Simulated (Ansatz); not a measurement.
BeS in the zincblende structure, relaxed with r2SCAN in Ansatz: space group F-43m (No. 216), cubic; conventional cell a = 4.869 Å, 14.43 Å³ an atom. Be has 4 S at 2.11 Å; S has 4 Be at 2.11 Å. It was then strained (isotropic on every length). Unstrained, HSE06 gives 4.085 eV (Γ → X, 6×6×6 mesh), and the band edges keep their places in every row. Stress is positive in compression. (Simulation; spin polarisation is off.)

```
strain (%)  ln(V/V₀)  ΔE_g, HSE06 (eV)  Δpressure, r2SCAN (GPa)
     -1.61   -0.0487            -0.115                    +5.20
      -1.0   -0.0302            -0.070                    +3.11
     +3.17   +0.0936            +0.188                    -7.65
```

**Fit ΔE_g = a x + b x² to these rows by least squares, with x = ln(V/V₀).** The normal equations take Σx² = 1.204e-02, Σx³ = 6.770e-04, Σx⁴ = 8.321e-05, ΣxΔE = 2.531e-02 and Σx²ΔE = 1.310e-03, and give a = +2.24 eV, b = -2.5 eV; the largest residual is 0.000 eV. a is the volume deformation potential of this gap.

**Fit the change of pressure in the same way.** Δpressure = -98.1 x + (175) x² GPa. So B₀ = 98.1 GPa and B′ ≈ 2 × 175/98.1 = 3.6; two terms over so wide a range bias B₀ by a few per cent and B′ by more; the gap's pressure coefficient at zero is −a/B₀ = -23 meV/GPa, with HSE06's a and r2SCAN's B₀.

**Predict the withheld row at +1.5 % (x = +0.0447).** ΔE_g ≈ +2.24 × (+0.0447) + (-2.5) × (+0.0447)² = +0.095 eV, and Δpressure ≈ -4.04 GPa. The runs give +0.095 eV and -4.00 GPa, off by 0.000 eV and +0.04 GPa.

The meshes of the hybrids are coarse, so their gaps aren't converged to the digits shown.
